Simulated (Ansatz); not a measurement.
Here is an unrelaxed guess for ZnS.

Only a and b repeat, and vacuum parts the sheet from its images along c.

```
CELL_PARAMETERS angstrom
3.82495 0.00000 0.00000
0.00000 3.82495 0.00000
0.00000 0.00000 16.00000
ATOMIC_POSITIONS crystal
Zn 0.00000 0.50000 0.45774
S 0.00000 0.00000 0.54226
```

Theory: Ansatz 0.2.0, DFT PBE, scalar-relativistic, plane waves, PAW. Plane waves to 420 eV, a k mesh through Γ of 4×4×1 on the computed 2-atom cell and Gaussian smearing (0.10 eV); no spin polarisation.

The zero of energy is the elements' standard structures at the same level; no fitted shifts are applied.

Question: How far from equilibrium is it?

Answer: The largest force is 2.33 eV/Å, and the energy is +0.37 eV/atom against the elements. The shortest distance is 2.34 Å.

Question: How much does it gain on relaxing, and where does it end?

Answer: Relaxing gains about 0.41 eV/atom in 28 ionic steps and ends at −0.045 eV/atom on the finer mesh. The symmetry stays pmm2 (No. 23). The area per atom grows by 62.0 %, from 7.3 to 11.9 Å². The shortest distance goes from 2.34 Å (Zn–S) to 2.13 Å (Zn–S). In-plane cell: a = 5.933 Å, b = 3.996 Å, γ = 90.0°, thickness 0.75 Å between the outermost nuclei. Zn at height 0.00 Å has 2 S at 2.13 Å; S at height 0.75 Å has 2 Zn at 2.13 Å.

The last run used a 6×8×1 mesh for its 2-atom cell and Gaussian smearing of 0.02 eV. Weakly bound directions are ill-defined at this level, which has no dispersion term. The reference form of S is held partly by dispersion forces, which this level lacks. The relaxation can't lower the symmetry of the start. Symmetry constrained the relaxation, so the result can be a saddle point.
